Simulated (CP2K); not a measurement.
# W (Im-3m) in CP2K: further runs, part 2 of 2

CP2K 2026.2. The steps go on from the part before.

### 4 Relaxation of cell and atoms, PBEsol

w_vcrelax.inp reads:

```
&GLOBAL
  PROJECT w_vcrelax
  RUN_TYPE CELL_OPT
  PRINT_LEVEL LOW
&END GLOBAL
&FORCE_EVAL
  METHOD QS
  STRESS_TENSOR ANALYTICAL
  &DFT
    BASIS_SET_FILE_NAME BASIS_MOLOPT_UZH
    POTENTIAL_FILE_NAME POTENTIAL_UZH
    &MGRID
      CUTOFF 675
      REL_CUTOFF 60
      NGRIDS 5
    &END MGRID
    &QS
      METHOD GPW
      EPS_DEFAULT 1.0E-9
      EXTRAPOLATION USE_PREV_P
    &END QS
    &KPOINTS
      SCHEME MONKHORST-PACK 9 9 9
      GAMMA_CENTERED T
    &END KPOINTS
    &SCF
      SCF_GUESS ATOMIC
      EPS_SCF 1.0E-6
      MAX_SCF 100
      ADDED_MOS 11
      CHOLESKY OFF
      EPS_EIGVAL 1.0E-7
      &DIAGONALIZATION ON
        ALGORITHM STANDARD
      &END DIAGONALIZATION
      &MIXING ON
        METHOD BROYDEN_MIXING
        ALPHA 0.4
        BETA 1.5
        NBUFFER 8
      &END MIXING
      &SMEAR ON
        METHOD FERMI_DIRAC
        ELECTRONIC_TEMPERATURE [K] 580.226
      &END SMEAR
    &END SCF
    &XC
      &XC_FUNCTIONAL
        &GGA_X_PBE_SOL
        &END GGA_X_PBE_SOL
        &GGA_C_PBE_SOL
        &END GGA_C_PBE_SOL
      &END XC_FUNCTIONAL
    &END XC
    &PRINT
      &KPOINTS ON
      &END KPOINTS
      &MULLIKEN ON
        &EACH
          CELL_OPT 0
        &END EACH
        ADD_LAST NUMERIC
      &END MULLIKEN
      &MO ON
        ENERGIES T
        OCCUPATION_NUMBERS T
        &EACH
          QS_SCF 0
          CELL_OPT 0
        &END EACH
        ADD_LAST NUMERIC
      &END MO
    &END PRINT
  &END DFT
  &SUBSYS
    &CELL
      ABC 2.7407019351 2.7407019351 2.7407019351
      ALPHA_BETA_GAMMA 109.4712206334 109.4712206344 109.4712206344
      PERIODIC XYZ
    &END CELL
    &COORD
      SCALED
      W   0.0000000000 0.0000000000 0.0000000000
    &END COORD
    &KIND W
      BASIS_SET TZVP-MOLOPT-PBE-GTH-q14
      POTENTIAL GTH-PBE-q14
    &END KIND
    &PRINT
      &ATOMIC_COORDINATES ON
      &END ATOMIC_COORDINATES
      &CELL ON
      &END CELL
    &END PRINT
  &END SUBSYS
  &PRINT
    &FORCES ON
    &END FORCES
    &STRESS_TENSOR ON
    &END STRESS_TENSOR
  &END PRINT
&END FORCE_EVAL
&MOTION
  &CELL_OPT
    OPTIMIZER BFGS
    MAX_ITER 40
    MAX_FORCE [eV*angstrom^-1] 0.02
    RMS_FORCE [eV*angstrom^-1] 0.02
    MAX_DR 1.0E-2
    RMS_DR 1.0E-2
    EXTERNAL_PRESSURE [bar] 0.0
    PRESSURE_TOLERANCE [bar] 300
    KEEP_SPACE_GROUP T
  &END CELL_OPT
  &PRINT
    &TRAJECTORY ON
    &END TRAJECTORY
    &CELL ON
    &END CELL
    &FORCES ON
    &END FORCES
    &STRESS ON
    &END STRESS
    &RESTART OFF
    &END RESTART
    &RESTART_HISTORY OFF
    &END RESTART_HISTORY
  &END PRINT
&END MOTION
```

Potentials or basis: POTENTIAL_UZH W GTH-PBE-q14; TZVP-MOLOPT-PBE-GTH basis.

Command:

```
$ OMP_NUM_THREADS=1 cp2k.psmp -i w_vcrelax.inp -o w_vcrelax.out
```

w_vcrelax.out:

```text

 CP2K| version string:                                       CP2K version 2026.2
 CP2K| Input file name                                             w_vcrelax.inp

 GLOBAL| Force Environment number                                              1
 GLOBAL| Basis set file name                                    BASIS_MOLOPT_UZH
 GLOBAL| Potential file name                                       POTENTIAL_UZH
 GLOBAL| MM Potential file name                                     MM_POTENTIAL
 GLOBAL| Coordinate file name                                      __STD_INPUT__
 GLOBAL| Method name                                                        CP2K
 GLOBAL| Project name                                                  w_vcrelax
 GLOBAL| Run type                                                       CELL_OPT
 GLOBAL| FFT library                                                       FFTW3
 GLOBAL| Diagonalization library                                       ScaLAPACK
 GLOBAL| Cholesky decomposition library                                ScaLAPACK
 GLOBAL| DGEMM library                                                      BLAS
 GLOBAL| Direct generalized diagonalization requested                          F
 GLOBAL| Matrix multiplication library                                 ScaLAPACK
 GLOBAL| Global print level                                                  LOW
 GLOBAL| Total number of message passing processes                             1
 GLOBAL| Number of threads for this process                                    1
 GLOBAL| CPU model name                          Intel(R) Xeon(R) Platinum 8488C

 CELL| Volume [angstrom^3]:                                            15.847601
 CELL| Vector a [angstrom]:       2.741     0.000     0.000   |a| =     2.740702
 CELL| Vector b [angstrom]:      -0.914     2.584     0.000   |b| =     2.740702
 CELL| Vector c [angstrom]:      -0.914    -1.292     2.238   |c| =     2.740702
[... 620 lines left out ...]

 *******************************************************************************
 ***                    GEOMETRY OPTIMIZATION COMPLETED                      ***
 *******************************************************************************

 write_final_structure: Optimization converged, writing XYZ file gladly:
  w_vcrelax-FINAL-1_3.xyz

 write_final_structure: Optimization converged, writing CIF file gladly:
  w_vcrelax-FINAL-1_3.cif

 write_final_structure: Done!

                    Reevaluating energy at the minimum

 CELL| Volume [angstrom^3]:                                            15.654223
 CELL| Vector a [angstrom]:       2.731     0.000     0.000   |a| =     2.731439
 CELL| Vector b [angstrom]:      -0.914     2.574     0.000   |b| =     2.731440
 CELL| Vector c [angstrom]:      -0.914    -1.292     2.226   |c| =     2.731444
 CELL| Angle (b,c), alpha [degree]:                                   109.505387
 CELL| Angle (a,c), beta  [degree]:                                   109.539824
 CELL| Angle (a,b), gamma [degree]:                                   109.539856
 CELL| Numerically orthorhombic:                                              NO
 CELL| Periodicity                                                           XYZ
[... 370 lines left out ...]
 MO|     17               1.802703              49.054042               0.000000
 MO|     18               1.873567              50.982354               0.000000
 MO| Sum:                                                              14.000000
 MO| E(Fermi):            0.599368 a.u.         16.309620 eV
 MO| Band gap:            0.143896 a.u.          3.915621 eV

 [... the levels of further k-points ...]

 !-----------------------------------------------------------------------------!
                     Mulliken Population Analysis

 #  Atom  Element  Kind  Atomic population                           Net charge
       1     W        1         14.000000                              0.000000
 # Total charge                             14.000000                  0.000000

 !-----------------------------------------------------------------------------!

 ENERGY| Total FORCE_EVAL ( QS ) energy [hartree]            -68.078531169991791
```

It took 5.7 min on 1 thread of Intel Xeon Platinum 8488C (Sapphire Rapids), shared host; peak memory 0.4 GiB.

Results:

* Free energy: -1852.5110 eV
* Relaxed volume: 15.65 Å³/atom
* Relaxed cell: a = 2.731 Å, b = 2.731 Å, c = 2.731 Å, α = 109.51°, β = 109.54°, γ = 109.54°
* Space group after relaxing (to 0.05 Å): Im-3m (No. 229)
* Energy gained by relaxing: 2.3 meV/atom
* Ionic steps: 5
* Pressure after relaxing: 0.0 GPa
* Band gap on the k mesh: none (metal or under the smearing width)

The path:
```csv
step,energy change (eV),largest force (eV/Å),volume (Å³)
1,0.0000,0.0000,15.85
2,-0.0007,0.0000,15.82
3,-0.0023,0.0000,15.65
4,-0.0023,0.0000,15.65
5,-0.0023,0.0000,15.65
```

Final structure:
```yaml
crystal:
  lattice:
    - [2.73144, 0.00000, 0.00000]
    - [-0.91356, 2.57413, 0.00000]
    - [-0.91356, -1.29198, 2.22643]
  atoms:
    - { symbol: W, position: [0.00000, 0.00000, 0.00000] }
```

Caveat: the potentials were made for another functional, which shifts forces and pressure; the basis of atomic orbitals isn't converged, which shifts pressures, moduli and gaps; the real-space grid breaks the cell's symmetry a little. Spin-orbit coupling is left out, which matters for the levels of W.

### 5 Relaxation of cell and atoms, revPBE

Edit w_vcrelax.inp of step 4 so:

```diff
@@ -48,6 +48,6 @@
       &XC_FUNCTIONAL
-        &GGA_X_PBE_SOL
-        &END GGA_X_PBE_SOL
-        &GGA_C_PBE_SOL
-        &END GGA_C_PBE_SOL
+        &GGA_X_PBE_R
+        &END GGA_X_PBE_R
+        &GGA_C_PBE
+        &END GGA_C_PBE
       &END XC_FUNCTIONAL
```

Command:

```
$ OMP_NUM_THREADS=1 cp2k.psmp -i w_vcrelax.inp -o w_vcrelax.out
```

Wall time 5.2 min (1 thread of Intel Xeon Platinum 8488C (Sapphire Rapids), shared host); peak memory 0.39 GiB.

It converged, with:

| Item | Value |
| --- | --- |
| Free energy | -1854.9121 eV |
| Relaxed volume | 16.11 Å³/atom |
| Relaxed cell | a = 2.753 Å, b = 2.753 Å, c = 2.753 Å, α = 109.42°, β = 109.38°, γ = 109.38° |
| Space group after relaxing (to 0.05 Å) | Im-3m (No. 229) |
| Energy gained by relaxing | 4.0 meV/atom |
| Ionic steps | 5 |
| Pressure after relaxing | 0.0 GPa |
| Band gap on the k mesh | none (metal or under the smearing width) |

The path:
| step | energy change (eV) | largest force (eV/Å) | volume (Å³) |
| --- | --- | --- | --- |
| 1 | 0.0000 | 0.0000 | 15.85 |
| 2 | -0.0011 | 0.0000 | 15.89 |
| 3 | -0.0040 | 0.0000 | 16.10 |
| 4 | -0.0040 | 0.0000 | 16.11 |
| 5 | -0.0040 | 0.0000 | 16.11 |

Final structure:
```
W
1.0
     2.75318    0.00000    0.00000
    -0.91356    2.59719    0.00000
    -0.91356   -1.29197    2.25305
W
1
Direct
  0.00000 0.00000 0.00000
```

Levels at points of the mesh, in eV from the Fermi level:
| k point | band 5 | band 6 | band 7 | band 8 | band 9 | band 10 |
| --- | --- | --- | --- | --- | --- | --- |
| (0.00, 0.00, 0.00) | -9.56 | -1.26 | -1.26 | -1.18 | 2.22 | 2.23 |

Caveat: the potentials were made for another functional, which shifts forces and pressure; the basis of atomic orbitals isn't converged, which shifts pressures, moduli and gaps; the real-space grid breaks the cell's symmetry a little.

### 6 Overview

```tsv
level	gap on the mesh (eV)	pressure (GPa)	relaxed volume (Å³/atom)
PBE	none	0.0	16.01
LDA	none	0.0	15.49
PBEsol	none	0.0	15.65
revPBE	none	0.0	16.11
```

Alike in all rows: task relaxation of cell and atoms; potentials or basis POTENTIAL_UZH W GTH-PBE-q14; TZVP-MOLOPT-PBE-GTH basis; no spin polarisation; cell relaxed; k mesh 9 × 9 × 9; smearing fermi-dirac 0.05 eV.

Caveats: the basis of atomic orbitals isn't converged, which shifts pressures, moduli and gaps; the real-space grid breaks the cell's symmetry a little; the potentials were made for another functional, which shifts forces and pressure (some runs).

Absolute energies hang on the potentials; compare differences alone.
